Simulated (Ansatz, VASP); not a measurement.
**Se: VASP beside Ansatz**

```xyz
1
Lattice="2.7587 0.0000 0.0000 0.0000 2.7587 0.0000 0.0000 0.0000 2.7587" Properties=species:S:1:pos:R:3 pbc="T T T"
Se    0.0000    0.0000    0.0000
```

Alike in both runs: functional PBEsol; dispersion D3(BJ); k mesh 12 × 12 × 12; no spin polarisation.

Ansatz relaxed the structure, and its values are those at the end. VASP's run is a single point on that final structure, the one shown.

|  | VASP | Ansatz |
| --- | --- | --- |
| version | VASP 6.6.1 | Ansatz 0.2.0 |
| potentials or method | VASP PAW PBE potentials, release 64 (Se) | plane waves, PAW |
| plane-wave cutoff (eV) | 520 | 420 |
| occupations | methfessel-paxton of order 1, width 0.1 eV | cold, width 0.1 eV |
| valence electrons in the cell | 6 | 16 |

VASP gave:

| Item | Value |
| --- | --- |
| pressure (GPa) | 0.1 |
| dispersion energy (meV/atom) | -357.9 |

Estimate Ansatz's values.

pressure (GPa): 0.0; dispersion energy (meV/atom): -358.0.

The two sets of potentials don't hold the same shells in valence. Ansatz warned: «pseudo_functional_mismatch».

Caveats: the PAW data sets were made with another functional, which shifts forces and pressure a little (VASP); pairwise dispersion overbinds metals, which lowers pressure and volume.
